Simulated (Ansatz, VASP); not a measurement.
Given: the input of a run of Ansatz 0.2.0 on Ti.

The input input.yaml:

```yaml
crystal:
  lattice:
    - [2.95, 0.0, 0.0]
    - [-1.475, 2.5547749412, 0.0]
    - [0.0, 0.0, 4.68]
  atoms:
    - { symbol: Ti, position: [0.6666666667, 0.3333333333, 0.75] }
    - { symbol: Ti, position: [0.3333333333, 0.6666666667, 0.25] }
kpoints:
  mp_grid: { grid: [10, 10, 6] }
scf:
  occupations: { method: fermi_dirac, width: 0.05 }
hamiltonian:
  xc: blyp
  dispersion: d4
  pseudopotentials: { kind: all_electron, lapw: { basis_error: 0.001 } }
output:
  forces: true
  stress: true
relax:
  f_tol: 0.01
  max_steps: 60
  cell: {}
```

Potentials or basis: all-electron LAPW, scalar-relativistic.

Launch:

```console
$ ansatz run input.yaml --threads 1 --pin off --max-ram 3072MiB --backend cpu --events-out ev --progress --plain --runs-dir out
```

Set up the same calculation for VASP 6.6.1. Potentials there: VASP PAW PBE potentials, release 64 (Ti_sv).

As run (the cutoff follows the program's own potentials):

INCAR

```
PREC = Accurate
ENCUT = 600
EDIFF = 1E-6
ISMEAR = -1
SIGMA = 0.05
LREAL = False
LASPH = True
NELM = 80
ALGO = Normal
ISIF = 3
LWAVE = False
LCHARG = False
GGA = B5
ALDAX = 1.0
AGGAX = 1.0
AGGAC = 1.0
ALDAC = 0.0
IVDW = 13
VDW_S6 = 1.0
VDW_S8 = 2.34076671
VDW_A1 = 0.44488865
VDW_A2 = 4.0933009
IBRION = 2
NSW = 80
EDIFFG = -0.01
```

KPOINTS

```
regular mesh
0
Gamma
  10 10 6
```

The input POSCAR:

```
Ti
1.0
    2.9500000000      0.0000000000      0.0000000000
   -1.4750000000      2.5547749412      0.0000000000
    0.0000000000      0.0000000000      4.6800000000
Ti
2
Direct
    0.6666666667      0.3333333333      0.7500000000
    0.3333333333      0.6666666667      0.2500000000
```

Potentials or basis: VASP PAW PBE potentials, release 64 (Ti_sv).

The run is started by

```sh
$ cat potpaw_PBE.64/Ti_sv/POTCAR > POTCAR
$ mpirun -np 1 vasp_std > vasp.out
```

Both were run:

|  | VASP | Ansatz | Ansatz less VASP |
| --- | --- | --- | --- |
| relaxed volume (Å³/atom) | 17.21 | 17.23 | +0.019 |
| relaxed cell length with the largest relative difference (Å) | 2.932 | 2.933 | +0.0015 |
| energy change over the relaxation (meV/atom) | -4 | -3 | +0.1 |

Ansatz ran all-electron here, so the differences hold the error of VASP's frozen core and of both bases.

Caveats: the PAW data sets were made with another functional, which shifts forces and pressure a little (VASP); pairwise dispersion overbinds metals, which lowers pressure and volume (VASP).
